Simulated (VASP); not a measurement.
CsI:

```
Cs I
1.0
     4.56670    0.00000    0.00000
     0.00000    4.56670    0.00000
     0.00000    0.00000    4.56670
Cs I
1 1
Direct
  0.00000 0.00000 0.00000
  0.50000 0.50000 0.50000
```

```yaml
Program: VASP 6.6.1
Task: relaxation of cell and atoms
Functional: RPBE
Dispersion: D4
Potentials_or_basis: VASP PAW PBE potentials, release 64 (Cs_sv, I)
Cutoff: 600 eV
k_mesh: 6 × 6 × 6
Occupations: gaussian, width 0.1 eV
Spin: collinear spin, zero start
Starting_moments: "[0.0, 0.0] μB"
Fixed_moment: 0 μB
```

At the start: pressure 0.9 GPa; volume 47.62 Å³/atom.

Q: How do energy, volume and symmetry change on relaxing?

A: Over 4 steps the energy falls by 10.6 meV/atom and the volume is 51.69 Å³/atom (+8.5 %); space group Pm-3m (No. 221, to 0.05 Å); moment 0.00 μB per cell.

Step by step:
```tsv
step	energy change (eV)	largest force (eV/Å)	pressure (GPa)	volume (Å³)
1	0.0000	0.0000	0.91	95.24
2	-0.0157	0.0000	0.43	99.03
3	-0.0211	0.0000	-0.07	104.11
4	-0.0213	0.0000	-0.01	103.37
```

Final structure:
```yaml
crystal:
  lattice:
    - [4.69321, 0.00000, 0.00000]
    - [0.00000, 4.69321, 0.00000]
    - [0.00000, 0.00000, 4.69321]
  atoms:
    - { symbol: Cs, position: [0.00000, 0.00000, 0.00000] }
    - { symbol: I, position: [0.50000, 0.50000, 0.50000] }
```

Caveat: the PAW data sets were made with another functional, which shifts forces and pressure a little; the total moment is fixed, so each spin has its own Fermi level.
